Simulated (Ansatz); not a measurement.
# AlN (wurtzite): relaxing cell and atoms, relaxing the atoms and phonons, part 2 of 2

The task, for AlN (wurtzite): 7 runs in a chain (relaxing cell and atoms, relaxing the atoms and phonons).

Ansatz 0.2.0; DFT r2SCAN, scalar-relativistic, plane waves, PAW. The steps go on from the part before.

### Step 8. Phonons

It takes the final geometry of step 3.

The input, input.yaml:

```yaml
crystal:
  lattice:
    - [3.106701619, 0.0, 0.0]
    - [-1.5533508095, 2.690482524, 0.0]
    - [0.0, 0.0, 4.9783374663]
  atoms:
    - { symbol: Al, position: [0.3333333333, 0.6666666667, 0.000170214] }
    - { symbol: Al, position: [0.6666666667, 0.3333333333, 0.500170214] }
    - { symbol: "N", position: [0.3333333333, 0.6666666667, 0.381829786] }
    - { symbol: "N", position: [0.6666666667, 0.3333333333, 0.881829786] }
scf:
  occupations: { method: fixed }
output:
  eigenvalues: true
hamiltonian:
  xc: r2scan
kpoints:
  mp_grid: { grid: [8, 8, 5] }
phonons:
  method: dfpt
  dielectric: true
  rigid_motions: translations
```

Launch:

```bash
$ ansatz run input.yaml --threads 4 --pin off --max-ram 12288MiB --backend cpu --events-out ev --progress --plain --runs-dir out
```

The program printed:

```text
Warning: RAYON_NUM_THREADS=4 ignored (pool sized by the plan → 4); use --threads N
Engine: ansatz 0.2.0, x86_64-unknown-linux-gnu
Pseudopotentials: kind: paw
Pseudopotential: Al, paw, valence charge 3, recommended cutoff 500 eV (meta_gga), Al.paw.azcp
Pseudopotential: N, paw, valence charge 5, recommended cutoff 500 eV (meta_gga), N.paw.azcp
Functional definition: r2SCAN
  parameter k0 = 0.174
  parameter k1 = 0.065
  parameter a1 = 4.9479
  exchange = r2scan_x(k0 = k0, k1 = k1, a1 = a1)
  correlation = r2scan_c
Crystal: 4 atoms, lattice volume = 41.612 Å³
Basis set: ecut = 500 eV, 1087 PW (Γ), exchange–correlation on 144×144×240 points (216 copies of the dense FFT grid, shifted against one another)
Bands: 12, of which v1, the nominal top of the filled ones, is band 8 counted from 1 (7 counted from 0)
Symmetry: 12 space group operations
k-points: 93 of 320 (irreducible under 2 space group operations, time reversal used)
Non-local potential: Al, projectors of the file, l = 0: 2, l = 1: 2, l = 2: 1
Non-local potential: N, projectors of the file, l = 0: 2, l = 1: 2, l = 2: 1
PAW form: soft (Blöchl's): semilocal exchange-correlation on the pseudo side does not see the compensation charge
PAW frozen core: Al, regenerated for the run's functional (the file was generated under x = pbe(κ = 0.804, μ = 0.2195149727645171), c = pbe(β = 0.06672455060314922))
PAW frozen core: N, regenerated for the run's functional (the file was generated under x = pbe(κ = 0.804, μ = 0.2195149727645171), c = pbe(β = 0.06672455060314922))
PAW one-centre angular grid: Al, 302 points (default); XC on 160 Gauss nodes
PAW one-centre angular grid: N, 302 points (default); XC on 160 Gauss nodes
Initial density: superposition of atomic densities (neutral atoms: chi_scale 0, normalization atom), corrected by the library's trained network
Initial wavefunctions: pseudopotential atomic-orbital guess
Functional: x = r2scan, c = r2scan; τ floored in thin density (d = 2e-4 eV/Å³)
SCF iter   1: F=—  HF=-1856.827977 eV  |F-HF|=—  |Δ(HF+E_count)|=         —  Δρ=6.55e-3  dr2=1.76e-2  dr2_τ=3.14e-1  ethr=1.77e-3  ⟨swp⟩=5.1  Hψ=6237  notcnv=0  defer=183
preconditioner: auto → none  [insulator: Δε(μ)=4.781 eV  Ē_g=14.233 eV  n_scr=2 (ndim 8)  ℏωp=23.0 eV  f_vac=0.000  ε∞_Penn≈3.6]
SCF iter   2: F=—  HF=-1856.970660 eV  |F-HF|=—  |Δ(HF+E_count)|=   1.43e-1  Δρ=4.51e-3  dr2=3.81e-3  dr2_τ=2.93e-4  ethr=1.10e-4  ⟨swp⟩=2.8  Hψ=2931  notcnv=0  defer=186
SCF iter   3: F=—  HF=-1856.970333 eV  |F-HF|=—  |Δ(HF+E_count)|=   3.26e-4  Δρ=6.76e-4  dr2=1.40e-4  dr2_τ=5.96e-5  ethr=2.38e-5  ⟨swp⟩=2.0  Hψ=1302  notcnv=0  defer=186
SCF iter   4: F=—  HF=-1856.970320 eV  |F-HF|=—  |Δ(HF+E_count)|=   1.27e-5  Δρ=1.89e-4  dr2=1.56e-5  dr2_τ=9.12e-7  ethr=8.75e-7  ⟨swp⟩=2.0  Hψ=1752  notcnv=0  defer=184
SCF iter   5: F=—  HF=-1856.970316 eV  |F-HF|=—  |Δ(HF+E_count)|=   4.41e-6  Δρ=4.55e-5  dr2=1.01e-6  dr2_τ=1.03e-7  ethr=9.73e-8  ⟨swp⟩=2.0  Hψ=1817  notcnv=0  defer=10
SCF iter   6: F=—  HF=-1856.970316 eV  |F-HF|=—  |Δ(HF+E_count)|=   3.88e-7  Δρ=2.13e-5  dr2=2.24e-7  dr2_τ=4.27e-9  ethr=6.32e-9  ⟨swp⟩=2.0  Hψ=1794  notcnv=0  defer=2
SCF iter   7: F=—  HF=-1856.970316 eV  |F-HF|=—  |Δ(HF+E_count)|=   2.20e-8  Δρ=5.91e-6  dr2=1.71e-8  dr2_τ=3.88e-10  ethr=1.40e-9  ⟨swp⟩=2.0  Hψ=1809  notcnv=0  defer=2
SCF iter   8: F=—  HF=-1856.970316 eV  |F-HF|=—  |Δ(HF+E_count)|=   2.42e-9  Δρ=8.18e-7  dr2=3.25e-10  dr2_τ=7.29e-12  ethr=1.07e-10  ⟨swp⟩=2.3  Hψ=1670  notcnv=0  defer=2
SCF iter   9: F=-1856.970316 eV  HF=-1856.970316 eV  |F-HF|=1.14e-12  |Δ(HF+E_count)|=  5.12e-11  Δρ=8.09e-8  dr2=3.18e-12  dr2_τ=1.09e-13  ethr=1.00e-12  ⟨swp⟩=6.8  Hψ=6611  notcnv=0
SCF 1 converged in 9 iterations: F = -1856.970316 eV  dr2 = 3.18e-12
NSCF: frozen V_eff on 5 k-points
DFPT response loops at Γ: preconditioner auto → none (the input reference at scf.mixing.eps_inf says where Resta's filter doesn't serve); β = 0.50; Broyden in place of MSR1
── the response to a field inside a basis, on 8×8×6 k-points: an SCF that follows is theirs, and a resumed run solves both again ──
Bands: 9, of which v1, the nominal top of the filled ones, is band 8 counted from 1 (7 counted from 0)
k-points: 60 of 384 (irreducible under 4 space group operations, time reversal used)
Initial density: handed on by an earlier stage of this run
Initial wavefunctions: pseudopotential atomic-orbital guess (no wavefunctions were taken with the density)
Eigensolver: Dense (60 Hₖ)
SCF iter   1: F=—  HF=-1856.966012 eV  |F-HF|=—  |Δ(HF+E_count)|=         —  Δρ=6.88e-5  dr2=3.78e-7  dr2_τ=6.69e-7  ethr=1.00e-1
preconditioner: auto → none  [insulator: Δε(μ)=5.361 eV  Ē_g=12.129 eV  n_scr=2 (ndim 8)  ℏωp=23.0 eV  f_vac=0.000  ε∞_Penn≈4.6]
SCF iter   2: F=-1856.966013 eV  HF=-1856.966012 eV  |F-HF|=3.42e-7  |Δ(HF+E_count)|=   5.27e-7  Δρ=3.58e-5  dr2=9.30e-8  dr2_τ=4.74e-8  ethr=2.36e-9
SCF 1 converged in 2 iterations: F = -1856.966013 eV  dr2 = 9.30e-8
DFPT response loops at Γ: mixed as the last ones told, above
SCF converged after 9 iterations
Free energy (F): -1856.970316 eV
Harris-Foulkes:  -1856.970316 eV  (|F-HF|=1.14e-12)
Internal energy: -1856.970316 eV  (E = F + TS)
E sigma→0 (E₀):  -1856.970316 eV
Fermi energy:    6.930225 eV
--- Per-component energies (eV) ---
  E_band       = 23.153122
  E_kinetic    = 321.371850
  E_local      = -448.693993  (includes V_loc(G=0)·N_el)
  E_nonlocal   = 108.522901
  E_hartree    = 157.349617
  E_xc         = -197.825768
  E_vxc        = -238.491197  (∫ρ·V_xc dr)
  E_paw        = -1204.936324  (= ΣΔE_a)
  E_vpaw       = -47.058825  (= ΣTr[D̂ρ^β])
  E_aug_tail   = 0.000038  (compensation charges beyond the density's cutoff)
  E_vtau       = 12.803154  (kinetic-family band-sum trace: ∫τ·v_τ [+ j·A + Jᵃ·Aᵃ] dr)
  E_ewald      = -592.579292
  E_core_change = -0.179345  (= ΣΔE_core)
  E_smearing   = -0.000000  (= −TS)
  E_closure    = -0.000000  (closes the sum)
  Σ components = -1856.970316   (vs F -1856.970316, Δ=0.00e0)
--- Band table (eV; the first three rows and the last of 93) ---
  k-point 0: bands = ["-9.0528", "-6.9383", "0.8605", "6.0430", "6.0430", "6.7056", "6.7056", "6.9302", "11.8094", "14.4562", "18.5309", "18.9817"]
  k-point 1: bands = ["-8.8995", "-7.2168", "1.3844", "6.1030", "6.1030", "6.1044", "6.6390", "6.6390", "12.4854", "14.5336", "18.2814", "18.9362"]
  k-point 2: bands = ["-8.4647", "-7.8374", "2.7168", "4.4353", "6.2633", "6.2633", "6.4680", "6.4680", "13.6780", "14.4577", "18.0532", "18.6859"]
  k-point 92: bands = ["-6.9020", "-6.6382", "1.9149", "2.0264", "3.7253", "4.1764", "5.5405", "6.1471", "14.1424", "14.4826", "16.6087", "17.0172"]
--- Phonons (Γ-DFPT): 4 representative perturbations + reference, on 93 of 320 k-points (Σ response iterations 23) ---
  k mesh reduced under 2 symmetry operations, with k and −k counted as one. Each operation leaves every solved perturbation unchanged. A smaller set is not considered because the functional reads the kinetic-energy density
  ASR residual: 9.182e-4 → 0.000e0 eV/Å²; symmetrization residual: 2.858e-4 eV/Å²
  ASR residual per site (eV/Å²): 9.18e-4 9.18e-4 4.91e-4 4.91e-4
  Γ frequencies (cm⁻¹): 0.00 0.00 0.00 249.60 249.60 558.74 620.43 663.91 663.91 677.21 677.21 739.80
  ε∞ (high-frequency dielectric tensor):
        4.136422    -0.000000     0.000000
        0.000000     4.136422     0.000000
       -0.000000     0.000000     4.328683
  ε⁰ (static dielectric tensor: ions relaxed, cell fixed):
        7.707983     0.000000     0.000000
        0.000000     7.707983     0.000000
        0.000000     0.000000     9.119259
  ε⁰ − ε∞ (ionic part):
        3.571561     0.000000     0.000000
        0.000000     3.571561     0.000000
        0.000000     0.000000     4.790577
  softest optical mode at Γ: 249.60 cm⁻¹; the repairs (sum rule, projections) moved no ω² at Γ by more than (8.72 cm⁻¹)²
  Born effective charges Z* (e; rows j = field, columns β = displacement):
    site 0:
         2.52703   -0.00000   -0.00000
        -0.00000    2.52703    0.00000
         0.00000   -0.00000    2.68127
    site 1:
         2.52703    0.00000   -0.00000
        -0.00000    2.52703    0.00000
        -0.00000    0.00000    2.68127
    site 2:
        -2.52703    0.00000    0.00000
         0.00000   -2.52703   -0.00000
        -0.00000    0.00000   -2.68127
    site 3:
        -2.52703   -0.00000    0.00000
         0.00000   -2.52703    0.00000
         0.00000   -0.00000   -2.68127
  Z* charge neutrality: 8.387e-4 e pre-enforcement
  solved inside a basis spanned on kpoints, on 8×8×6 k-points, its susceptibility summed on 12×12×6: ε∞ is read to err by 1.2e-2, Z* by 1.1e-2 e (field_mesh: kpoints solves on kpoints); Z* is corrected for what the basis lacks
  optical modes at Γ without the LO–TO term, one row a degenerate level:
      ω (cm⁻¹)  modes    IR ((D/Å)²/amu)
        249.60      2             0.0000
        558.74      1             0.0000
        620.43      1            35.9770
        663.91      2             0.0000
        677.21      2            63.9134
        739.80      1             0.0000
  optical modes at Γ + LO–TO along q̂ = [1.0000, 0.0000, 0.0000]:
      ω (cm⁻¹)  modes    IR ((D/Å)²/amu)
        249.60      2             0.0000
        558.74      1             0.0000
        620.43      1            35.9770
        663.91      2             0.0000
        677.21      1            31.9567
        739.80      1             0.0000
        924.45      1            31.9567
  optical modes at Γ + LO–TO along q̂ = [0.0000, 1.0000, 0.0000]:
      ω (cm⁻¹)  modes    IR ((D/Å)²/amu)
        249.60      2             0.0000
        558.74      1             0.0000
        620.43      1            35.9770
        663.91      2             0.0000
        677.21      1            31.9567
        739.80      1             0.0000
        924.45      1            31.9567
  optical modes at Γ + LO–TO along q̂ = [0.0000, 0.0000, 1.0000]:
      ω (cm⁻¹)  modes    IR ((D/Å)²/amu)
        249.60      2             0.0000
        558.74      1             0.0000
        663.91      2             0.0000
        677.21      2            63.9134
        739.80      1             0.0000
        900.52      1            35.9770
```

Run time: 63 s. Hardware: 4 threads of Intel Xeon Platinum 8259CL at 2.50GHz (Skylake/Cascade Lake), shared host; peak memory 1.6 GiB.

Optical levels at the zone centre, without the three acoustic modes and without the macroscopic field of LO modes (i: imaginary):

```
cm⁻¹    THz  modes  IR intensity ((D/Å)²/amu)
 250   7.48      2                       0.00
 559  16.75      1                       0.00
 620  18.60      1                      35.98
 664  19.90      2                       0.00
 677  20.30      2                      63.91
 740  22.18      1                       0.00
```

Born effective charges (e), diagonal parts, one row a distinct site:

```csv
atom,Z*xx,Z*yy,Z*zz,mean
Al1,2.53,2.53,2.68,2.58
N3,-2.53,-2.53,-2.68,-2.58
```

Each polar mode adds Δε = (4.92064×10⁷/V)·S/ν² along z (S its oscillator strength in e²/amu, ν in cm⁻¹, V = 41.61 Å³):

| ν (cm⁻¹) | S_zz | Δε |
| --- | --- | --- |
| 620.4 | 1.5594 | 4.79 |

The sum is 4.79; with ε∞,zz = 4.33 that makes 9.12, and the run's static tensor has 9.12.

For a wave vector along z the longitudinal modes lie at 901 cm⁻¹. The Lyddane–Sachs–Teller product Π(ν_LO/ν_TO)² = 2.11 matches ε0/ε∞ = 2.11.

### Step 9. Summary of results

This closing draws on all 2 parts.

| step | volume (Å³/atom) | pressure (GPa) | energy above the lowest (meV/atom) | gap on the mesh (eV) | time |
| --- | --- | --- | --- | --- | --- |
| 2 | 10.40 | 0.0 | 0.0 | 4.88 | 7 s |
| 3 | 10.40 | 0.0 | 0.0 | 4.88 | 6.5 s |
| 4 | 10.45 | -1.0 | 0.3 | 4.86 | 8.5 s |
| 5 | 10.35 | 1.0 | 0.3 | 4.90 | 8.1 s |
| 6 | 10.51 | -2.1 | 0.9 | 4.76 | 7.8 s |
| 7 | 10.30 | 2.2 | 0.9 | 5.00 | 8.7 s |

| quantity | value |
| --- | --- |
| relaxed cell, step 2 | a = 3.107 Å, b = 3.107 Å, c = 4.978 Å, α = 90.00°, β = 90.00°, γ = 120.00° |
| optical modes at Γ (without the LO field) | 250 to 740 cm⁻¹ |
| ε∞, principal values | 4.14, 4.14, 4.33 |
| ε0 with the ions free | 7.7, 7.7, 9.1 |
| mean Born charges | Al +2.58, N -2.58 e |
| LO modes for q along z | 901 cm⁻¹ |

No zone-centre mode is imaginary. That tests stability at Γ alone. The ions give 49 % of the static dielectric constant. Measured lines, each beside the nearest calculated frequency (matched by position alone): 249 measured, 250 calculated; 610 measured, 620 calculated; 657 measured, 664 calculated; 669 measured, 664 calculated cm⁻¹; the first is 249 cm⁻¹ (300 K; “Bond-bending modes and stability of tetrahedral semiconductors under high pressure: a puzzle of AlN”, 2003, arxiv:cond-mat/0301045). Two lines fall on one calculated mode, so one of these pairs is wrong. A measured lattice constant a of AlN is 3.11197 Å (a printed reference work, monograph); the calculated 3.107 Å misses it by -0.2 %. Measured lattice constant c of AlN: 4.9808 Å (quoted in “Self-assembly of well-separated AlN nanowires directly on sputtered metallic TiN films”, 2019, arxiv:1910.07391). This calculation gives 4.978 Å (0.0 %). That is the cell relaxed with r2SCAN, without thermal expansion or zero-point motion.

The gaps are Kohn-Sham values of a semilocal functional, not quasiparticle or optical gaps. Such gaps usually fall short of the measured ones.
